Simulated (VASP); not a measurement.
Crystal: ZrS2.

```xyz
3
Lattice="3.6914 0.0000 0.0000 -1.8457 3.1968 0.0000 0.0000 0.0000 6.0411" Properties=species:S:1:pos:R:3 pbc="T T T"
Zr    0.0000    0.0000    0.0000
S     1.8457    1.0656    4.6038
S     0.0000    2.1312    1.4372
```

The cell is a database's computed one.

```yaml
Program: VASP 6.6.1
Task: relaxation of cell and atoms
Functional: PBEsol
Potentials_or_basis: VASP PAW PBE potentials, release 64 (Zr_sv, S)
Cutoff: 600 eV
k_mesh: 9 × 9 × 6
Occupations: gaussian, width 0.02 eV
Spin: no spin polarisation
```

At the start: pressure -2.5 GPa; volume 23.76 Å³/atom.

Question: Where does the relaxation end?

Answer: Over 18 steps the energy falls by 7.9 meV/atom and the volume is 22.37 Å³/atom (-5.9 %); space group P-3m1 (No. 164, to 0.05 Å).

The path:
| step | energy change (eV) | largest force (eV/Å) | pressure (GPa) | volume (Å³) |
| --- | --- | --- | --- | --- |
| 1 | 0.0000 | 0.1349 | -2.46 | 71.29 |
| 2 | 0.0030 | 0.5386 | 3.11 | 67.59 |
| 3 | -0.0164 | 0.1759 | 0.07 | 69.48 |
| 4 | -0.0200 | 0.0935 | -0.01 | 69.32 |
| 5 | -0.0208 | 0.0384 | -0.07 | 69.20 |
| 6 | -0.0208 | 0.0291 | -0.08 | 69.19 |
| 7 | -0.0211 | 0.0344 | -0.02 | 69.06 |
| 8 | -0.0217 | 0.0508 | 0.14 | 68.69 |
| 9 | -0.0222 | 0.0836 | 0.48 | 67.94 |
| 10 | -0.0223 | 0.0817 | 0.47 | 67.93 |
| 11 | -0.0225 | 0.0762 | 0.43 | 67.89 |
| 12 | -0.0228 | 0.0647 | 0.37 | 67.80 |
| 13 | -0.0233 | 0.0422 | 0.25 | 67.64 |
| 14 | -0.0238 | 0.0025 | 0.00 | 67.30 |
| 15 | -0.0238 | 0.0149 | -0.06 | 67.21 |
| 16 | -0.0238 | 0.0129 | -0.05 | 67.22 |
| 17 | -0.0238 | 0.0107 | -0.04 | 67.19 |
| 18 | -0.0238 | 0.0041 | 0.00 | 67.10 |

Final structure:
```
CELL_PARAMETERS angstrom
3.62732 0.00000 0.00000
-1.81366 3.14135 0.00000
0.00000 0.00000 5.88864
ATOMIC_POSITIONS crystal
Zr 0.00000 0.00000 0.00000
S 0.66667 0.33333 0.75295
S 0.33333 0.66667 0.24705
```

Caveat: the PAW data sets were made with another functional, which shifts forces and pressure a little; this functional lacks dispersion, which binds the layers, so the pressure and a relaxed spacing across them are unreliable.
